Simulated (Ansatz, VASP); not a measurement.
## One calculation of In, two programs

File INCAR:

```
SYSTEM = In
PREC     = Accurate       ! precision mode
ENCUT    = 520            ! plane-wave cutoff, eV
EDIFF    = 1E-7           ! SCF threshold, eV
ISMEAR   = -1             ! smearing method
SIGMA    = 0.05           ! smearing width, eV
LREAL    = .FALSE.        ! projectors in reciprocal space
LASPH    = .TRUE.         ! aspherical terms in the spheres
NELM     = 100            ! most SCF steps
ALGO     = Fast           ! electronic algorithm
ISIF     = 2              ! what is computed and relaxed
LWAVE    = .FALSE.        ! write WAVECAR
LCHARG   = .FALSE.        ! write CHGCAR
GGA      = CA             ! functional
NBANDS   = 12             ! bands
```

File KPOINTS:

```
Automatic mesh
0
G
  6 6 6
  0 0 0
```

File POSCAR:

```
In
1.0
   -1.8825252400      1.8825252400      1.8825252400
    1.8825252400     -1.8825252400      1.8825252400
    1.8825252400      1.8825252400     -1.8825252400
In
1
Direct
    0.0000000000      0.0000000000      0.0000000000
```

The input input.yaml:

```yaml
crystal:
  lattice:
    - [-1.88252524, 1.88252524, 1.88252524]
    - [1.88252524, -1.88252524, 1.88252524]
    - [1.88252524, 1.88252524, -1.88252524]
  atoms:
    - { symbol: In, position: [0.0, 0.0, 0.0] }
hamiltonian:
  xc: lda
  pseudopotentials: { kind: paw }
kpoints:
  mp_grid: { grid: [6, 6, 6] }
  band_path:
    path:
      - [[0.0, 0.0, 0.0], [0.5, -0.5, 0.5], [0.0, 0.0, 0.5], [0.0, 0.0, 0.0], [0.25, 0.25, 0.25], [0.5, -0.5, 0.5]]
      - [[0.25, 0.25, 0.25], [0.0, 0.0, 0.5]]
    npoints: 14
scf:
  occupations: { method: fermi_dirac, width: 0.05 }
  n_extra_bands: 6
output:
  forces: true
  stress: true
  eigenvalues: true
  fatbands: true
```

This isn't the form of In at room conditions, which is tetragonal.

Alike in both runs: functional LDA; k mesh 6 × 6 × 6; occupations fermi-dirac, width 0.05 eV; no spin polarisation.

```csv
,VASP,Ansatz
version,VASP 6.6.1,Ansatz 0.2.0
potentials or method,"VASP PAW LDA potentials, release 64 (In_d)",Ansatz PAW
plane-wave cutoff (eV),520,420
valence electrons in the cell,13,13
task,single point,band structure
```

```tsv
	VASP	Ansatz	Ansatz less VASP
gap on the k mesh at the Fermi level (eV)	none	none	-
pressure (GPa)	-3.7	-3.7	-0.04
```

A gap of «none» marks a metal or a gap that the smearing closes.

Caveats: the k mesh is coarse (spacing up to 0.39 Å⁻¹), so the values aren't converged; spin-orbit coupling is left out, which moves the levels of the heavy elements (Ansatz); the PAW data sets come from PBE, with cores solved anew for the run's functional, which leaves a small shift of forces and pressure (Ansatz).
